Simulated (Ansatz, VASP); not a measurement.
**FeNi3 in VASP and in Ansatz**

```xyz
4
Lattice="3.5104 0.0000 0.0000 0.0000 3.5104 0.0000 0.0000 0.0000 3.5104" Properties=species:S:1:pos:R:3 pbc="T T T"
Fe    0.0000    0.0000    0.0000
Ni    0.0000    1.7552    1.7552
Ni    1.7552    1.7552    0.0000
Ni    1.7552    0.0000    1.7552
```

The cell comes from a database or a generator and needn't be the stable form of this composition.

Alike in both runs: task single point; functional PBE; k mesh 6 × 6 × 6; occupations gaussian, width 0.1 eV; collinear spin.

|  | VASP | Ansatz |
| --- | --- | --- |
| version | VASP 6.6.1 | Ansatz 0.2.0 |
| potentials or method | VASP PAW PBE potentials, release 64 (Fe, Ni) | scalar-relativistic, plane waves, PAW |
| plane-wave cutoff (eV) | 520 | 420 |
| valence electrons in the cell | 38 | 70 |

Ansatz gave:

| Quantity | Value |
| --- | --- |
| gap on the k mesh at the Fermi level (eV) | none |
| pressure (GPa) | 6.2 |
| net moment per atom (μB) | 1.22 |
| size of the moment on the site where the two differ most (μB) | 0.71 |

Problem. Estimate VASP's values.

Solution. gap on the k mesh at the Fermi level (eV): none; pressure (GPa): 6.1; net moment per atom (μB): 1.22; size of the moment on the site where the two differ most (μB): 0.66.

Site moments also hang on the region over which each program counts them. A gap of «none» marks a metal or a gap that the smearing closes. The two sets of potentials don't hold the same shells in valence.
